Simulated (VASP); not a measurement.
# ZrSe2 in VASP: relaxation of cell and atoms with PBE+D3(BJ)

Aim: the relaxation of cell and atoms of ZrSe2 with PBE+D3(BJ).

Everything below comes from runs of VASP 6.6.1. Logs are shortened: lines on timing, memory, paths and dates and some standing lists are left out, and cuts for length are marked.

### Step 1. The slab as given

The cell holds a slab with vacuum, 6 atoms: a = 3.747 Å, b = 3.747 Å, c = 27.288 Å, α = 90.00°, β = 90.00°, γ = 120.00°.

### Step 2. Relaxation of cell and atoms, PBE+D3(BJ)

INCAR reads:

```
SYSTEM = ZrSe2
  PREC = Accurate
  ENCUT = 600
  EDIFF = 1E-7
  ISMEAR = 0
  SIGMA = 0.03
  LREAL = .FALSE.
  LASPH = .TRUE.
  NELM = 80
  ALGO = Normal
  ISIF = 3
  LWAVE = .FALSE.
  LCHARG = .FALSE.
  GGA = PE
  IVDW = 12
  IBRION = 2
  NSW = 90
  EDIFFG = -0.005
  LATTICE_CONSTRAINTS = .TRUE. .TRUE. .FALSE.
  KPAR = 4
```

KPOINTS reads:

```
regular mesh
0
G
  9 9 1
  0 0 0
```

POSCAR reads:

```
ZrSe2                                   
1.0
    3.7473980560     -0.0000000000      0.0000000000
   -1.8736990280      3.2453419112      0.0000000000
    0.0000000000      0.0000000000     27.2880000000
  Se              Zr            
     4     2
Direct
     0.6666666699999979    0.3333333300000021    0.3304786771028200
     0.3333333300000021    0.6666666699999979    0.4474836061932861
     0.6666666699999979    0.3333333300000021    0.5525163938067141
     0.3333333300000021    0.6666666699999979    0.6695213228971800
     0.0000000000000000    1.0000000000000000    0.3890276702734308
     0.0000000000000000    0.0000000000000000    0.6109723297265695
```

Potentials or basis: VASP PAW PBE potentials, release 64 (Se, Zr_sv).

Launch:

```sh
cat potpaw_PBE.64/Se/POTCAR potpaw_PBE.64/Zr_sv/POTCAR > POTCAR
mpirun -np 4 vasp_std > vasp.out
```

OUTCAR:

```text
SYSTEM = ZrSe2
   PREC = Accurate
   ENCUT = 600
   EDIFF = 1E-7
   ISMEAR = 0
   LREAL = .FALSE.
   LASPH = .TRUE.
   NELM = 80
   ISIF = 3
   GGA = PE
   IVDW = 12
   IBRION = 2
   NSW = 90
   EDIFFG = -0.005
 IVDW          = 12

 ion  position               nearest neighbor table
   1  0.667  0.333  0.330-   5 2.69   5 2.69   5 2.69
   2  0.333  0.667  0.447-   5 2.69   5 2.69   5 2.69
   3  0.667  0.333  0.553-   6 2.69   6 2.69   6 2.69
   4  0.333  0.667  0.670-   6 2.69   6 2.69   6 2.69
   5  0.000  0.000  0.389-   2 2.69   2 2.69   2 2.69   1 2.69   1 2.69   1 2.69
   6  0.000  0.000  0.611-   3 2.69   3 2.69   3 2.69   4 2.69   4 2.69   4 2.69

  LATTYP: Found a hexagonal cell.
 ALAT       =     3.7473980560
 C/A-ratio  =     7.2818525260

  Lattice vectors:

 A1 = (   3.7473980560,   0.0000000000,   0.0000000000)
 A2 = (  -1.8736990280,   3.2453419112,   0.0000000000)
 A3 = (   0.0000000000,   0.0000000000,  27.2880000000)

Analysis of symmetry for initial positions (statically):
=====================================================================
 Subroutine PRICEL returns:
 Original cell was already a primitive cell.

 Routine SETGRP: Setting up the symmetry group for a
 hexagonal supercell.

 Subroutine GETGRP returns: Found 12 space group operations
 (whereof 12 operations were pure point group operations)
 out of a pool of 24 trial point group operations.

The static configuration has the point symmetry D_3d.

Analysis of symmetry for dynamics (positions and initial velocities):
=====================================================================
 Subroutine PRICEL returns:
 Original cell was already a primitive cell.

 Routine SETGRP: Setting up the symmetry group for a
 hexagonal supercell.

 Subroutine GETGRP returns: Found 12 space group operations
 (whereof 12 operations were pure point group operations)
 out of a pool of 24 trial point group operations.

The dynamic configuration has the point symmetry D_3d.

 Subroutine INISYM returns: Found 12 space group operations
 (whereof 12 operations are pure point group operations),
 and found     1 'primitive' translations
[... 158 lines left out ...]
 -----------------------------------------------------------------------------
  energy-cutoff  :      600.00
  volume of cell :      331.87
      direct lattice vectors                 reciprocal lattice vectors
     3.747398056  0.000000000  0.000000000     0.266851822  0.154066972  0.000000000
    -1.873699028  3.245341911  0.000000000     0.000000000  0.308133943  0.000000000
     0.000000000  0.000000000 27.288000000     0.000000000  0.000000000  0.036646145

 POSITION                                       TOTAL-FORCE (eV/Angst)
 -----------------------------------------------------------------------------------
      1.87370      1.08178      9.01810        -0.000000     -0.000000     -0.007901
     -0.00000      2.16356     12.21093        -0.000000     -0.000000      0.001129
      1.87370      1.08178     15.07707         0.000000      0.000000     -0.001129
     -0.00000      2.16356     18.26990         0.000000     -0.000000      0.007901
      0.00000      0.00000     10.61579        -0.000000      0.000000      0.008272
      0.00000      0.00000     16.67221        -0.000000      0.000000     -0.008272
 -----------------------------------------------------------------------------------
    total drift:                               -0.000000     -0.000000      0.000000

  FREE ENERGIE OF THE ION-ELECTRON SYSTEM (eV)
  ---------------------------------------------------
  free  energy   TOTEN  =       -41.1308580926 eV

  energy  without entropy=      -41.1308580926  energy(sigma->0) =      -41.13085809

--------------------------------------- Ionic step        2  -------------------------------------------

 number of electron      48.0000000 magnetization

 Free energy of the ion-electron system (eV)
  ---------------------------------------------------
  ext. energy  EPLUGINS =         0.00000000
  ---------------------------------------------------
  free energy    TOTEN  =       -39.11952291 eV

  energy without entropy =      -39.11952291  energy(sigma->0) =      -39.11952291

 E-fermi :  -0.7910     XC(G=0):  -4.7186

 val. band max:       -0.9417328392   @ k =   0.0000   0.0000   0.0000
 cond. band min:      -0.6462397450   @ k =   0.4444   0.0000   0.0000
 fundamental gap:      0.2954930942
 Fermi energy:        -0.7909850637

 k-point     1 :       0.0000    0.0000    0.0000
  band No.  band energies     occupation
      1     -50.4068      2.00000
      2     -50.4068      2.00000
      3     -28.4582      2.00000
      4     -28.4579      2.00000
      5     -28.3409      2.00000
      6     -28.3409      2.00000
[... 361 lines left out ...]
     27       1.2812      0.00000
     28       1.2812      0.00000

------------------------ aborting loop because EDIFF is reached ----------------------------------------

 Edisp (eV)   -2.01134

 E8    (eV) :    -0.9350

  FORCE on cell =-STRESS in cart. coord.  units (eV):
  Direction    XX          YY          ZZ          XY          YZ          ZX
  --------------------------------------------------------------------------------------
  -------------------------------------------------------------------------------------
  Total      -0.01969    -0.01969    -0.04245    -0.00000     0.00000     0.00000
  in kB      -0.09502    -0.09502    -0.20487    -0.00000     0.00000     0.00000
  external pressure =       -0.13 kB  Pullay stress =        0.00 kB

 VOLUME and BASIS-vectors are now :
 -----------------------------------------------------------------------------
  energy-cutoff  :      600.00
  volume of cell :      332.01
      direct lattice vectors                 reciprocal lattice vectors
     3.748223314  0.000000000  0.000000000     0.266793069  0.154033050  0.000000000
    -1.874111657  3.246056606  0.000000000    -0.000000000  0.308066100  0.000000000
     0.000000000  0.000000000 27.288000000     0.000000000  0.000000000  0.036646145

 POSITION                                       TOTAL-FORCE (eV/Angst)
 -----------------------------------------------------------------------------------
      1.87411      1.08202      9.01772        -0.000000     -0.000000      0.002189
     -0.00000      2.16404     12.21099         0.000000      0.000000     -0.001004
      1.87411      1.08202     15.07701        -0.000000     -0.000000      0.001004
     -0.00000      2.16404     18.27028        -0.000000      0.000000     -0.002189
      3.74822      0.00000     10.61619         0.000000      0.000000      0.000054
      3.74822      0.00000     16.67181         0.000000      0.000000     -0.000054
 -----------------------------------------------------------------------------------
    total drift:                                0.000000      0.000000      0.000000

  FREE ENERGIE OF THE ION-ELECTRON SYSTEM (eV)
  ---------------------------------------------------
  free  energy   TOTEN  =       -41.1308634652 eV

  energy  without entropy=      -41.1308634652  energy(sigma->0) =      -41.13086347

 reached required accuracy - stopping structural energy minimisation
```

OSZICAR:

```text
N       E                     dE             d eps       ncg     rms          rms(c)
DAV:   1     0.484958188759E+03    0.48496E+03   -0.22119E+04   728   0.156E+03
DAV:   2     0.884957771376E+01   -0.47611E+03   -0.46911E+03   968   0.354E+02
DAV:   3    -0.376801506329E+02   -0.46530E+02   -0.46105E+02   912   0.102E+02
[... 27 lines left out ...]
DAV:   4    -0.391195243018E+02    0.35242E-06   -0.78238E-06  1080   0.969E-03    0.440E-03
DAV:   5    -0.391195238010E+02    0.50076E-06   -0.74777E-07   972   0.414E-03    0.296E-03
DAV:   6    -0.391195231484E+02    0.65267E-06   -0.68690E-07  1036   0.336E-03    0.824E-04
DAV:   7    -0.391195229023E+02    0.24603E-06   -0.53400E-08   428   0.140E-03    0.167E-04
DAV:   8    -0.391195229093E+02   -0.69931E-08   -0.20634E-08   420   0.856E-04
   2 F= -.41130863E+02 E0= -.41130863E+02  d E =-.537260E-05
```

It took 67 s on 4 MPI ranks of Intel Xeon 6975P-C (Granite Rapids), shared host; peak memory 0.6 GiB.

What came out:

```
Free energy                            : -41.1309 eV
Relaxed volume                         : 55.34 Å³/atom
Relaxed cell                           : a = 3.748 Å, b = 3.748 Å, c = 27.288 Å, α = 90.00°, β = 90.00°, γ = 120.00°
Space group after relaxing (to 0.05 Å) : P-3m1 (No. 164)
Energy gained by relaxing              : 0.0 meV/atom
Ionic steps                            : 2
Band gap on the k mesh                 : 0.30 eV, indirect (least direct gap 1.05 eV)
Dispersion energy per atom             : -0.335 eV
```

Forces in eV/Å, atoms in the order of the input:
```
Se   0.000  0.000  0.002
Se   0.000  0.000 -0.001
Se   0.000  0.000  0.001
Se   0.000  0.000 -0.002
Zr   0.000  0.000  0.000
Zr   0.000  0.000  0.000
```

Final structure:
```
Se Zr
1.0
     3.74822    0.00000    0.00000
    -1.87411    3.24606    0.00000
     0.00000    0.00000   27.28800
Se Zr
4 2
Direct
  0.66667 0.33333 0.33046
  0.33333 0.66667 0.44749
  0.66667 0.33333 0.55251
  0.33333 0.66667 0.66954
  0.00000 0.00000 0.38904
  0.00000 0.00000 0.61096
```

Levels at points of the mesh, in eV from the valence-band top:
| k point | band 22 | band 23 | band 24 | band 25 | band 26 | band 27 |
| --- | --- | --- | --- | --- | --- | --- |
| (0.00, 0.00, 0.00) | -0.13 | 0.00 | 0.00 | 1.05 | 1.05 | 1.07 |
